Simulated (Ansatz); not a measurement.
# TiTe2 (P-3m1) in Ansatz: a series of runs

The runs below take TiTe2 through density of states, phonons, elastic constants, with PBEsol.

Everything below comes from runs of Ansatz 0.2.0. Logs are shortened: lines on timing, memory, paths and dates and some standing lists are left out, and cuts for length are marked.

### 1 The crystal as given

Symmetry: P-3m1, No. 164, trigonal system. Conventional cell: a = 3.777 Å, b = 3.777 Å, c = 6.498 Å, α = 90.00°, β = 90.00°, γ = 120.00°. Te (site symmetry 3m) is surrounded by 3 Ti at 2.77 Å. Around Ti (site symmetry -3m) lie 6 Te at 2.77 Å.

### 2 Density of states, PBEsol

Input file input.yaml:

```yaml
crystal:
  lattice:
    - [3.777, 0.0, 0.0]
    - [-1.8885, 3.2709779501, 0.0]
    - [0.0, 0.0, 6.498]
  atoms:
    - { symbol: Te, position: [0.3333333333, 0.6666666667, 0.7372] }
    - { symbol: Te, position: [0.6666666667, 0.3333333333, 0.2628] }
    - { symbol: Ti, position: [0.0, 0.0, 0.0] }
kpoints:
  mp_grid: { grid: [8, 8, 4] }
scf:
  occupations: { method: fermi_dirac, width: 0.05 }
hamiltonian:
  xc: pbesol
  pseudopotentials: { kind: all_electron, datasets: crystal }
output:
  forces: true
  stress: true
  eigenvalues: true
  dos: { projected: false, de: 0.2, e_range: [-10, 6] }
```

Potentials or basis: all-electron PAW datasets made for the crystal.

Started as:

```
ansatz run input.yaml --threads 2 --pin off --max-ram 8192MiB --backend cpu --events-out ev --progress --plain --runs-dir out
```

What it wrote:

```text
Warning: RAYON_NUM_THREADS=2 ignored (pool sized by the plan → 2); use --threads N
hamiltonian.pseudopotentials.datasets: crystal makes datasets for this crystal and solves the spheres of its atoms anew in each pass: cutoff 240.0 eV, the density's 960.0 eV; for an error of 0.50 meV an atom under PBE, 1.5 meV for the cell; an energy difference from a run of another recipe may be off by several times the error for the cell, under r2SCAN by more, where some 0.1 meV an atom stays at smaller errors; Ti in spheres of 1.376 Å, 12 of its electrons in bands; Te in spheres of 1.376 Å, 16 of its electrons in bands
Engine: ansatz 0.2.0, aarch64-unknown-linux-gnu
Pseudopotentials: kind: all_electron
Pseudopotential: Te, paw, valence charge 16, recommended cutoff 240 eV (normal), crystal/all_electron/pbesol/scalar/gaussian/Te, Koelling and Harmon's equation, gaussian nucleus
Pseudopotential: Ti, paw, valence charge 12, recommended cutoff 240 eV (normal), crystal/all_electron/pbesol/scalar/gaussian/Ti, Koelling and Harmon's equation, gaussian nucleus
Functional definition: PBEsol
  exchange = pbesol_x
  correlation = pbesol_c
Crystal: 3 atoms, lattice volume = 80.279 Å³
Basis set: ecut = 240 eV, 701 PW (Γ), exchange–correlation on 40×40×72 points (8 copies of the dense FFT grid, shifted against one another)
Bands: 27, of which v1, the nominal top of the filled ones, is band 22 counted from 1 (21 counted from 0)
Symmetry: 12 space group operations
Space group: P-3m1 (ITA 164), of the structure as read, at distance tolerance 4.3e-5 Å
k-points: 35 of 256
Non-local potential: Te, projectors of the file, l = 0: 1, l = 1: 1, l = 2: 2
Non-local potential: Ti, projectors of the file, l = 0: 2, l = 1: 2, l = 2: 2
PAW form: soft (Blöchl's): semilocal exchange-correlation on the pseudo side does not see the compensation charge
PAW one-centre angular grid: Te, 590 points (default); XC on its mesh's 1857 points in the sphere
PAW one-centre angular grid: Ti, 590 points (default); XC on its mesh's 1951 points in the sphere
Initial density: superposition of atomic densities (neutral atoms: chi_scale 0, normalization atom)
Initial wavefunctions: pseudopotential atomic-orbital guess
Functional: x = pbesol(κ = 0.804, μ = 0.12345679012345678), c = pbesol(β = 0.046)
iter 1 solved again at ethr=2.58e-3 eV; its pass at ethr=1.00e-1 eV (dr2=1.13e0 eV) is discarded
SCF iter   1: F=—  HF=-392821.842154 eV  |F-HF|=—  |Δ(HF+E_count)|=         —  Δρ=2.57e-2  dr2=1.11e0  ethr=2.58e-3  ⟨swp⟩=3.0  Hψ=4495  notcnv=0
preconditioner: auto → Kerker (q_TF=auto, 2.468 Å⁻¹)  [metal: Δε(μ)=0.076 eV  Ē_g=6.410 eV  σ=0.050 eV  W_gap=0.35  n_scr=22 (ndim 8)  ℏωp=16.6 eV  f_vac=0.003  D(μ)=1.27/eV (n_scr^D=2)]
SCF iter   2: F=—  HF=-392821.752475 eV  |F-HF|=—  |Δ(HF+E_count)|=   8.97e-2  Δρ=1.67e-2  dr2=8.81e-1  ethr=2.51e-3  ⟨swp⟩=2.9  Hψ=1942  notcnv=0
SCF iter   3: F=—  HF=-392821.694881 eV  |F-HF|=—  |Δ(HF+E_count)|=   5.76e-2  Δρ=1.78e-2  dr2=3.40e-1  ethr=2.00e-3  ⟨swp⟩=3.0  Hψ=2126  notcnv=0
SCF iter   4: F=—  HF=-392821.617892 eV  |F-HF|=—  |Δ(HF+E_count)|=   7.70e-2  Δρ=4.37e-3  dr2=9.28e-2  ethr=7.72e-4  ⟨swp⟩=3.4  Hψ=2447  notcnv=0
iter 5 solved again at ethr=1.97e-5 eV; its pass at ethr=2.11e-4 eV (dr2=8.68e-3 eV) is discarded
SCF iter   5: F=—  HF=-392821.609105 eV  |F-HF|=—  |Δ(HF+E_count)|=   8.79e-3  Δρ=1.58e-3  dr2=8.20e-3  ethr=1.97e-5  ⟨swp⟩=2.5  Hψ=3698  notcnv=0
SCF iter   6: F=—  HF=-392821.608021 eV  |F-HF|=—  |Δ(HF+E_count)|=   1.08e-3  Δρ=9.30e-4  dr2=1.79e-3  ethr=1.86e-5  ⟨swp⟩=3.0  Hψ=2074  notcnv=0
SCF iter   7: F=—  HF=-392821.607974 eV  |F-HF|=—  |Δ(HF+E_count)|=   4.64e-5  Δρ=3.92e-4  dr2=2.56e-4  ethr=4.07e-6  ⟨swp⟩=3.0  Hψ=1964  notcnv=0
SCF iter   8: F=—  HF=-392821.607994 eV  |F-HF|=—  |Δ(HF+E_count)|=   1.95e-5  Δρ=3.21e-4  dr2=1.56e-4  ethr=5.81e-7  ⟨swp⟩=3.0  Hψ=1794  notcnv=0
SCF iter   9: F=—  HF=-392821.607989 eV  |F-HF|=—  |Δ(HF+E_count)|=   5.03e-6  Δρ=1.55e-4  dr2=3.33e-5  ethr=3.55e-7  ⟨swp⟩=3.4  Hψ=1845  notcnv=0
SCF iter  10: F=—  HF=-392821.607988 eV  |F-HF|=—  |Δ(HF+E_count)|=   1.36e-6  Δρ=1.10e-4  dr2=2.02e-5  ethr=7.56e-8  ⟨swp⟩=2.1  Hψ=1734  notcnv=0
SCF iter  11: F=—  HF=-392821.607986 eV  |F-HF|=—  |Δ(HF+E_count)|=   1.63e-6  Δρ=2.84e-5  dr2=1.16e-6  ethr=4.60e-8  ⟨swp⟩=2.6  Hψ=1759  notcnv=0
SCF iter  12: F=—  HF=-392821.607986 eV  |F-HF|=—  |Δ(HF+E_count)|=   1.62e-8  Δρ=1.51e-5  dr2=3.65e-7  ethr=2.64e-9  ⟨swp⟩=2.7  Hψ=1763  notcnv=0
SCF iter  13: F=-392821.607986 eV  HF=-392821.607986 eV  |F-HF|=2.54e-8  |Δ(HF+E_count)|=   2.36e-8  Δρ=4.36e-6  dr2=2.99e-8  ethr=8.29e-10  ⟨swp⟩=2.5  Hψ=1752  notcnv=0
SCF 1 converged in 13 iterations: F = -392821.607983 eV  dr2 = 2.99e-8
  Residual-converged pass: ⟨swp⟩=3.7  Hψ=2185  notcnv=0  max |occ|·‖R‖ = 6.4e-6 eV (tolerance 6.5e-6 eV)  dr2=2.87e-8  dr2_onsite=4.63e-9  max |Δocc| = 1.5e-9
SCF converged after 13 iterations
Free energy (F): -392821.607983 eV
Harris-Foulkes:  -392821.607983 eV  (|F-HF|=2.54e-8)
Internal energy: -392821.596259 eV  (E = F + TS)
E sigma→0 (E₀):  -392821.602121 eV
Entropy (-TS):   -0.011723 eV (-3.908 meV/atom)
Past the cutoff: the bands carry plane waves up to 1.75 times it, of which those up to 1.5 times it add -0.000393 eV an atom, each by itself; the spheres take 0.000523 eV an atom off the energy for waves past 1.75 times it
By the cutoff:   a pressure is off by up to 0.008 GPa (1.2 times the spheres' own share and the shells' term, over an atom's volume, and 0.004 GPa: a bound that held against runs at twice the plane waves)
Past the cutoffs: a stress includes 0.0018 GPa for waves and charges beyond them, in addition to the slope of what the spheres take
In the spheres:  the bands' charges fall short by 2.0e-6 e at most (sound up to 1e-3)
Fermi energy:    11.897993 eV
--- Per-component energies (eV) ---
  E_band       = -593.320843
  E_kinetic    = 312.660887
  E_local      = -3535.953006  (includes V_loc(G=0)·N_el)
  E_nonlocal   = -210.816795
  E_hartree    = 1700.524781
  E_xc         = -194.005913
  E_vxc        = -249.345902  (∫ρ·V_xc dr)
  E_paw        = -397525.405402  (= ΣΔE_a)
  E_vpaw       = -11275.251876  (= ΣTr[D̂ρ^β])
  E_ewald      = -4332.941691
  E_smearing   = -0.011723  (= −TS)
  E_closure    = 10964.340879  (closes the sum)
  Σ components = -392821.607983   (vs F -392821.607983, Δ=0.00e0)
  The terms above E_closure are by the made datasets' own strengths, without shells solved beside the bands.
--- Forces (eV/Å), atoms counted from 1 ---
  atom   1  Te     0.00000000    -0.00000000     0.12842838
  atom   2  Te    -0.00000000     0.00000000    -0.12842838
  atom   3  Ti     0.00000000     0.00000000     0.00000000
  max |Σ_I F_I| component: 4.63e-18 eV/Å
--- Stress (GPa, compression-positive) ---
       -2.477738      -0.000000      -0.000000
        0.000000      -2.477738       0.000000
       -0.000000       0.000000      -1.887955
  P = ⅓ Tr σ = -2.2811 GPa (-22.811 kbar)
--- Band table (eV; the first three rows and the last of 35) ---
  k-point 0: bands = ["-45.3081", "-24.5202", "-24.5202", "-24.5163", "-24.5163", "-24.4992", "-24.4992", "-24.4975", "-24.4975", "-24.4923", "-24.4903", "-21.6594", "-21.6594", "-21.6366", "-0.5082", "1.0000", "6.6717", "10.2504", "10.2504", "12.2441", "12.3101", "12.3101", "12.5025", "12.9992"]
  k-point 1: bands = ["-45.3081", "-24.5216", "-24.5216", "-24.5151", "-24.5151", "-24.4989", "-24.4989", "-24.4976", "-24.4976", "-24.4920", "-24.4906", "-21.6594", "-21.6594", "-21.6366", "-0.3467", "0.7047", "7.3130", "10.2854", "10.2854", "10.8883", "12.3041", "12.3041", "12.8315", "12.8315"]
  k-point 2: bands = ["-45.3081", "-24.5226", "-24.5226", "-24.5143", "-24.5143", "-24.4983", "-24.4983", "-24.4979", "-24.4979", "-24.4914", "-24.4912", "-21.6594", "-21.6594", "-21.6367", "0.0085", "0.2286", "8.6044", "9.2560", "10.3227", "10.3227", "12.2990", "12.2990", "12.6811", "12.6811"]
  k-point 34: bands = ["-45.3051", "-24.5225", "-24.5156", "-24.5142", "-24.5110", "-24.5004", "-24.4998", "-24.4978", "-24.4970", "-24.4856", "-24.4854", "-21.6983", "-21.6843", "-21.6154", "1.4632", "1.5595", "7.5241", "7.7370", "8.6850", "8.9175", "10.1238", "10.3768", "12.6013", "13.0075"]
```

Wall time 6 s (2 threads of Arm Neoverse V2, shared host); peak memory 0.51 GiB.

Results:

- Free energy: -392821.6080 eV
- Pressure: -2.3 GPa
- Largest force: 0.128 eV/Å
- Band gap on the k mesh: none (metal or under the smearing width)

Forces on the atoms (eV/Å):
```
Te   0.000  0.000  0.128
Te   0.000  0.000 -0.128
Ti   0.000  0.000  0.000
```

States per cell in windows of 1 eV (zero at the Fermi level; states under -8 eV left out):
```
from (eV)  total
     -8.0   0.00
     -7.0   0.00
     -6.0   0.02
     -5.0   2.04
     -4.0   1.83
     -3.0   3.01
     -2.0   3.72
     -1.0   1.32
      0.0   2.13
      1.0   3.94
      2.0   2.90
      3.0   1.09
      4.0   0.00
      5.0   0.00
```

Caveat: the program warned that the printed levels may be off, so bands, gaps and densities of states are rough; this functional lacks dispersion, which binds the layers, so the pressure and a relaxed spacing across them are unreliable. Spin-orbit coupling is left out, which matters for the levels of Te.

### 3 Phonons, PBEsol

Edit input.yaml of step 2 so:

```diff
@@ -15,7 +15,6 @@
   xc: pbesol
-  pseudopotentials: { kind: all_electron, datasets: crystal }
-output:
-  forces: true
-  stress: true
-  eigenvalues: true
-  dos: { projected: false, de: 0.2, e_range: [-10, 6] }
+  pseudopotentials: { kind: all_electron, lapw: { basis_error: 0.002 } }
+output: {}
+phonons:
+  method: fd
+  supercell: [1, 1, 1]
```

Potentials or basis: all-electron LAPW, scalar-relativistic.

Started as:

```
ansatz run input.yaml --threads 2 --pin off --max-ram 8192MiB --backend cpu --events-out ev --progress --plain --runs-dir out
```

What it wrote:

```text
Warning: RAYON_NUM_THREADS=2 ignored (pool sized by the plan → 2); use --threads N
LAPW: plane waves up to 7.888 Å⁻¹, error target 2.0e-3 eV per atom; small_component_spin mean_spin; Ti in spheres of 1.304 Å, 12 of its electrons in bands, Dirac shells []; Te in spheres of 1.383 Å, 24 of its electrons in bands, Dirac shells [] (how accurate: hamiltonian.pseudopotentials.lapw.basis_error, Limitations)
Engine: ansatz 0.2.0, aarch64-unknown-linux-gnu
Pseudopotentials: kind: all_electron
Pseudopotential: Te, LAPW, valence charge 24, lapw/all_electron/scalar/gaussian/Te, Koelling and Harmon's equation, gaussian nucleus
Pseudopotential: Ti, LAPW, valence charge 12, lapw/all_electron/scalar/gaussian/Ti, Koelling and Harmon's equation, gaussian nucleus
[... 87 lines left out ...]
  k-point 34: bands = ["-146.9497", "-146.9497", "-97.0597", "-97.0597", "-97.0597", "-97.0597", "-97.0434", "-97.0434", "-45.3052", "-24.5225", "-24.5156", "-24.5141", "-24.5110", "-24.5004", "-24.4998", "-24.4977", "-24.4969", "-24.4854", "-24.4851", "-21.6984", "-21.6845", "-21.6153", "1.4631", "1.5595", "7.5240", "7.7370", "8.6850", "8.9175", "10.1239", "10.3769", "12.6014", "13.0075", "13.0723", "14.5596", "15.2265", "17.1246"]
--- Phonons: 3 displaced members + reference (amplitude 0.01 Å, Σ member SCF iterations 18) ---
  symmetry images taken by strict's conditions (phonons.symmetry_images: auto; settled by no image being taken that strict refuses)
  ASR residual: 7.951e-4 → 0.000e0 eV/Å²; symmetrization residual: 1.864e-4 eV/Å²
  largest component of a force at the reference: 1.3e-1 eV/Å
  ASR residual per site (eV/Å²): 7.95e-4 7.95e-4 4.24e-4
  Γ frequencies (cm⁻¹): 0.00 0.00 0.00 96.38 96.38 135.75 177.14 177.14 267.53
  density of states and harmonic sums: on the 19×19×10 q-mesh, interpolated from the force constants of a 1×1×1 supercell (no non-analytic term)
  largest difference from the sums on the solved wave vectors: F 6.17e-1 eV, S 8.76e-4 and C_V 2.58e-4 eV/K
  zero-point energy: 0.069517 eV/cell   skipped modes (ω ≤ 0): 3   left out of the sums: 9.23e-5 of the cell's modes: C_V's classical limit lies that fraction below 3 k_B per atom; for a crystal, a wire or a layer, F and S can be off by more, and a phonons.interpolated_qmesh denser along its periods is the remedy for the sampling
```

phdos.tsv:

```text
# omega_inv_cm	omega_thz	g_bin_mean(omega)[modes/inv_cm]
# format = ansatz-phdos/2
# interpolated_qmesh = 19 19 10
# force_constants_supercell = 1 1 1
# lo_to_splitting: not included (the non-analytic LO-TO correction is not applied to the interpolated dynamical matrix; polar crystals: no LO-TO splitting at GAMMA, and LO and other optical branches, acoustic branches and sound speeds, and with them the density of states and the thermodynamics, can be off between the wave vectors that the force constants were sampled on, most near GAMMA; a larger extent of the force constants narrows that region and is not shown to mend the acoustic slopes)
# g_bin_mean(omega): the modes in a bin one row spacing wide, centred on omega, divided by that spacing. A flat band (one whose frequency is the same at every q-point) is counted whole in the row whose bin holds it (on the edge of two bins, in the lower row). The modes of the run's own cell are the sum of g_bin_mean times the row spacing in inv_cm (a plain sum, not the trapezoid rule); for a one-atom cell on a GAMMA-only q-mesh every row is zero, so that sum is 0, not 3
0.000000	0.000000	3.774645e-8
0.539628	0.016178	9.814076e-7
1.079257	0.032355	3.699152e-6
1.618885	0.048533	8.228725e-6
2.158513	0.064711	1.457013e-5
2.698141	0.080888	2.272336e-5
[... 493 lines left out ...]
269.274506	8.072647	6.020369e-3
269.814135	8.088824	4.329539e-4
```

Run time: 96 s. Hardware: 2 threads of Arm Neoverse V2, shared host; peak memory 0.53 GiB.

What came out:

```yaml
Free_energy: -392821.6061 eV
Largest_force: 0.129 eV/Å
Band_gap_on_the_k_mesh: none (metal or under the smearing width)
Highest_phonon_frequency_at_Γ: 268 cm⁻¹
```

Forces in eV/Å, atoms in the order of the input:
```
Te   0.000  0.000  0.129
Te   0.000  0.000 -0.129
Ti   0.000  0.000  0.000
```

Phonon frequencies in cm⁻¹ (negative: imaginary):
| q point | frequencies |
| --- | --- |
| (0.000, 0.000, 0.000) | 0 0 0 96 96 136 177 177 268 |

Caveat: a metal's response needs a denser mesh; this functional lacks dispersion, which binds the layers, so the pressure and a relaxed spacing across them are unreliable. The run has no spin-orbit coupling, so splittings on Te are missing.

### 4 Elastic constants, PBEsol

Edit input.yaml of step 3 so:

```diff
@@ -10,3 +10,3 @@
 kpoints:
-  mp_grid: { grid: [8, 8, 4] }
+  mp_grid: { grid: [6, 6, 3] }
 scf:
@@ -16,5 +16,7 @@
   pseudopotentials: { kind: all_electron, lapw: { basis_error: 0.002 } }
-output: {}
-phonons:
-  method: fd
-  supercell: [1, 1, 1]
+output:
+  forces: true
+  stress: true
+elastic:
+  mode: relaxed_ion
+  stencil: two_point
```

Started as:

```
ansatz run input.yaml --threads 2 --pin off --max-ram 8192MiB --backend cpu --events-out ev --progress --plain --runs-dir out
```

Wall time 3 min (2 threads of Arm Neoverse V2, shared host); peak memory 0.41 GiB.

Results (log left out):

* Free energy: -392821.6026 eV
* Pressure: -1.7 GPa
* Band gap on the k mesh: none (metal or under the smearing width)
* Voigt bulk modulus: 30 GPa

Stress tensor (GPa, compression positive):
```
-1.86  0.00  0.00
 0.00 -1.86  0.00
 0.00  0.00 -1.35
```

Levels at points of the mesh, in eV from the Fermi level:
```tsv
k point	band 28	band 29	band 30	band 31	band 32	band 33
(0.00, 0.00, 0.00)	0.37	0.40	0.40	0.56	1.06	1.06
(0.00, -0.50, 0.00)	-2.42	-1.78	-1.15	0.03	1.16	1.48
```

Elastic tensor in Voigt notation (GPa, in the Cartesian axes of the cell as first typed):
```
88 17  6  4  0  0
17 88  6 -4  0  0
 6  6 36  0  0  0
 4 -4  0 13  0  0
 0  0  0  0 13  4
 0  0  0  0  4 36
```

Caveat: the k mesh is thin for a metal, which can move the energy by tens of meV per atom; a metal's response needs a denser mesh; elastic constants of metals need much finer meshes, so these are rough; this functional lacks dispersion, which binds the layers, so the pressure and a relaxed spacing across them are unreliable.

### 5 Summary

```csv
task,potentials or basis,k mesh,cutoff (eV),basis error allowed,gap on the mesh (eV),pressure (GPa),largest force (eV/Å)
density of states,all-electron PAW datasets made for the crystal,8 × 8 × 4,240,-,none,-2.3,0.13
phonons,"all-electron LAPW, scalar-relativistic",8 × 8 × 4,237,0.002 eV/atom,none,-,0.13
elastic constants,"all-electron LAPW, scalar-relativistic",6 × 6 × 3,237,0.002 eV/atom,none,-1.7,-
```

Alike in all rows: level PBEsol; no spin polarisation; cell as given; smearing fermi-dirac 0.05 eV.

Caveats: this functional lacks dispersion, which binds the layers, so the pressure and a relaxed spacing across them are unreliable; a metal's response needs a denser mesh (some runs); the program warned that the printed levels may be off, so bands, gaps and densities of states are rough (some runs); the k mesh is thin for a metal, which can move the energy by tens of meV per atom (some runs); elastic constants of metals need much finer meshes, so these are rough (some runs).

Compare energies only between runs with the same functional and basis.
